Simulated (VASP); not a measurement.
**A VASP 6.6.1 single-point calculation on CaSe**

INCAR

```
SIGMA = 0.02
LCHARG = .FALSE.
LASPH = .TRUE.
PREC = Accurate
ISIF = 2
ISMEAR = -1
NBANDS = 15
ENCUT = 520
LREAL = .FALSE.
LWAVE = .FALSE.
EDIFF = 1E-7
IVDW = 21
IBRION = -1
NELM = 97
NSW = 0
ISPIN = 2
GGA = PE
MAGMOM = 3 3
```

KPOINTS

```
KPOINTS created by Atomic Simulation Environment
0
Gamma
8 8 8
0 0 0
```

POSCAR

```
Ca Se
 1.0000000000000000
     0.0000000000000000    2.9675351117000002    3.0868300232000001
     2.9675351117000002    0.0000000000000000    3.0868300232000001
     2.9675351117000002    2.9675351117000002    0.0000000000000000
 Ca  Se
   1   1
Cartesian
  0.0000000000000000  0.0000000000000000  0.0000000000000000
  2.9675351116999997  2.9675351116999997  3.0868300232000001
```

The recommended PBE PAW datasets give the neutral cell 16 valence electrons.

Command

```
mpirun -np 1 vasp_std
```

Predict the outcome of this run.

It converged. Results: pressure -2.1 GPa; magnetic moment of the cell 0.00 μB.

OSZICAR

```
N       E                     dE             d eps       ncg     rms          rms(c)
DAV:   1     0.110891605351E+03    0.11089E+03   -0.77827E+03  3540   0.986E+02
DAV:   2    -0.104551564220E+01   -0.11194E+03   -0.10675E+03  4429   0.242E+02
DAV:   3    -0.565493081489E+01   -0.46094E+01   -0.45664E+01  4928   0.465E+01
DAV:   4    -0.586941446571E+01   -0.21448E+00   -0.21440E+00  4865   0.849E+00
DAV:   5    -0.587070895236E+01   -0.12945E-02   -0.12945E-02  4709   0.736E-01    0.168E+01
DAV:   6    -0.916280840837E+01   -0.32921E+01   -0.13377E+00  3750   0.902E+00    0.608E+00
DAV:   7    -0.945739871228E+01   -0.29459E+00   -0.30357E-01  3736   0.462E+00    0.194E+00
DAV:   8    -0.946156556974E+01   -0.41669E-02   -0.39210E-02  4478   0.169E+00    0.101E+00
DAV:   9    -0.946771623122E+01   -0.61507E-02   -0.65264E-03  4188   0.665E-01    0.283E-01
DAV:  10    -0.946863297778E+01   -0.91675E-03   -0.16819E-03  3954   0.328E-01    0.103E-01
DAV:  11    -0.946891888423E+01   -0.28591E-03   -0.29653E-04  4100   0.156E-01    0.572E-02
DAV:  12    -0.946900746308E+01   -0.88579E-04   -0.12152E-04  4184   0.865E-02    0.276E-02
DAV:  13    -0.946903063510E+01   -0.23172E-04   -0.23764E-05  4023   0.390E-02    0.711E-03
DAV:  14    -0.946903130983E+01   -0.67472E-06   -0.42277E-06  4233   0.172E-02    0.294E-03
DAV:  15    -0.946903181662E+01   -0.50679E-06   -0.10563E-06  4018   0.869E-03    0.998E-04
DAV:  16    -0.946903178213E+01    0.34491E-07   -0.78071E-08  3270   0.254E-03
   1 F= -.97353887E+01 E0= -.97353887E+01  d E =-.162401E-10  mag=    -0.0000
```

For comparison, a separate PBE run of the intended cell, on usual settings and not on those above, gives a gap of 2.13 eV on its mesh and a pressure of -0.9 GPa.
